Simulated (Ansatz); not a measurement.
# ZnS: band gap under strain

How does strain move the band edges of ZnS in the zincblende structure, and do the functionals agree on it? States: no strain; -4.0 % biaxial strain in the (111) plane, free along [111]; -3.0 % biaxial strain in the (111) plane, free along [111].

The runs shown are made with Ansatz 0.2.0. PAW datasets, plane waves. Spin-unpolarised throughout; all numbers are computed.

### Step 1. Starting point

The unstrained cell was relaxed with r2SCAN; in each strained cell the atoms were relaxed again with r2SCAN. Names of k-points are those of the unstrained zone, where strain can split equivalent points. First state: no strain.

It is cubic, F-43m (No. 216); conventional cell a = 5.388 Å, 19.55 Å³ an atom. Around Zn lie 4 S at 2.33 Å; around S lie 4 Zn at 2.33 Å.

Coordinates:

```cif
data_structure
_symmetry_space_group_name_H-M 'F-43m'
_symmetry_Int_Tables_number 216
_cell_length_a 5.3882
_cell_length_b 5.3882
_cell_length_c 5.3882
_cell_angle_alpha 90.000
_cell_angle_beta 90.000
_cell_angle_gamma 90.000
_cell_volume 156.43
loop_
_atom_site_label
_atom_site_type_symbol
_atom_site_symmetry_multiplicity
_atom_site_Wyckoff_symbol
_atom_site_fract_x
_atom_site_fract_y
_atom_site_fract_z
_atom_site_occupancy
Zn1 Zn 4 a 0.00000 0.00000 0.00000 1
S1 S 4 d 0.25000 0.25000 0.75000 1
```

### Step 2. No strain: PBE

File input.yaml:

```yaml
crystal:
  lattice:
    - [0.0, 2.6940858315, 2.6940858315]
    - [2.6940858315, 0.0, 2.6940858315]
    - [2.6940858315, 2.6940858315, 0.0]
  atoms:
    - { symbol: Zn, position: [0.0, 0.0, 0.0] }
    - { symbol: S, position: [0.25, 0.25, 0.25] }
kpoints:
  mp_grid: { grid: [8, 8, 8] }
  band_path:
    path:
      - [0.0, 0.0, 0.0]
      - [-0.5, -0.5, 0.0]
      - [-0.375, -0.375, 0.25]
      - [-0.375, 0.0, 0.375]
      - [0.0, 0.0, 0.5]
      - [-0.5, -0.25, 0.25]
    npoints: 1
hamiltonian:
  xc: pbe
scf:
  occupations: { method: fermi_dirac, width: 0.02 }
  n_extra_bands: 4
output:
  forces: true
  stress: true
  eigenvalues: true
  write_density: true
  write_potential: true
  elf: true
  volumetric_format: npy
```

Command:

```sh
> ansatz run input.yaml --threads 2 --pin off --max-ram 20275MiB --backend cpu --events-out ev --progress --plain --runs-dir out
```

After this run come: No strain: r2SCAN; No strain: HSE06; No strain: r2SCAN; -4.0 % biaxial strain in the (111) plane, free along [111]: PBE; -4.0 % biaxial strain in the (111) plane, free along [111]: r2SCAN; -4.0 % biaxial strain in the (111) plane, free along [111]: HSE06; -4.0 % biaxial strain in the (111) plane, free along [111]: r2SCAN; -3.0 % biaxial strain in the (111) plane, free along [111]: PBE; -3.0 % biaxial strain in the (111) plane, free along [111]: r2SCAN; -3.0 % biaxial strain in the (111) plane, free along [111]: HSE06; -3.0 % biaxial strain in the (111) plane, free along [111]: r2SCAN.

**Question.** What will these runs give?

As calculated:

Least gap in eV (negative: overlap), with the change from the unstrained cell in brackets:

| state | volume change (%) | PBE | r2SCAN | HSE06 |
| --- | --- | --- | --- | --- |
| no strain | +0.0 | 2.15 | 2.70 | 3.38 |
| -4.0 % biaxial strain in the (111) plane, free along [111] | -5.4 | 2.12 (-0.03) | 2.67 (-0.03) | 3.35 (-0.03) |
| -3.0 % biaxial strain in the (111) plane, free along [111] | -4.1 | 2.16 (+0.01) | 2.72 (+0.02) | 3.39 (+0.01) |

**Reading.** The HSE06 gap hardly moves: by 0.029 eV at most. PBE and HSE06 differ by 1.23 eV on the unstrained gap, and by at most 0.00 eV on its change.
